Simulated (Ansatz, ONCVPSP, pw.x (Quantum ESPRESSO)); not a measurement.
**tantalum: one change to the ONCV potential, in the atom and in the fcc crystal**

```
Element                 : Ta (Z = 73)
Generator               : ONCVPSP 4.0.1.1 (patched build)
Type                    : optimised norm-conserving Vanderbilt (ONCV)
Functional              : PBE
Relativity              : scalar-relativistic
Frozen core             : [Kr] 4d10 4f14
Valence charge          : 13
Reference configuration : 5s2 5p6 5d3 6s2
Partial waves           : 5s+6s: rc 1.75 bohr, ncon 3, nbas 7, qcut 6.1 1/bohr, 2 projectors; 5p: rc 1.75 bohr, ncon 4, nbas 8, qcut 7.1 1/bohr, 2 projectors, debl 3.8 Ha; 5d: rc 1.75 bohr, ncon 5, nbas 9, qcut 9.3 1/bohr, local
Local potential         : the d channel
Core correction         : Teter function, fcfact 4, rcfact 1
```

Change: s: qcut 4.2.

Cutoffs, loose and tight: the cutoffs (Ha) at which the residual kinetic energy of the hardest occupied pseudo-wave falls to 1 and 0.1 mHa per electron. They do not see the model core or the augmentation charge, which bear on the density cutoff. Test errors are all-electron minus pseudo excitation energies from the reference, over the configurations 5s2 5p6 5d3 6s1; 5s2 5p6 5d3 6s0; 5s2 5p6 5d2 6s0; 5s2 5p6 5d3 6s1 6p1; variants that change the core or the reference have their own tests.

Crystal test: fcc Ta in pw.x 7.5, no spin, 13³ k-points, Fermi–Dirac smearing 0.01 Ry, cutoffs set for each file from its atomic test. The reference is all-electron LAPW (Ansatz 0.2.0) with the same functional, mesh and smearing; V0 and B0 come from Birch–Murnaghan fits to the pressures at five volumes. Errors are pseudo minus all-electron; Δ is the rms difference of the E(V) curves that follow from these fits, minima aligned, over ±6 % about the mean V0. Mesh and smearing are coarse, so the numbers serve the comparison and aren't converged zero-temperature values; the lattice is a test structure that the element need not adopt.

All-electron: a0 = 4.224 Å (V0 = 18.84 Å³/atom), B0 = 188.4 GPa.

Task: Does the change bring the crystal closer to the all-electron result?

Result: The mean pressure error goes from -1.65 to -1.38 GPa, so the change moves the solid closer to the all-electron pressures.

| quantity | base | changed |
| --- | --- | --- |
| outcome (atom) | generated | generated |
| cutoff, loose (atom) | 16 Ha | 16 Ha |
| cutoff, tight (atom) | 28 Ha | 46 Ha |
| bound ghosts (atom) | none | none |
| largest test error (meV) (atom) | +5.6 | +5.3 |
| cutoffs in pw.x (Ry) | 65/260 | 110/440 |
| a0 (Å) | 4.212 | 4.214 |
| a0 error (%) | -0.30 | -0.25 |
| B0 error (%) | +0.2 | -0.0 |
| Δ (meV/atom) | 6.9 | 5.8 |
| mean pressure error (GPa) | -1.65 | -1.38 |

Changed file: The generator flags a localised state at positive energy (s at 32 eV).
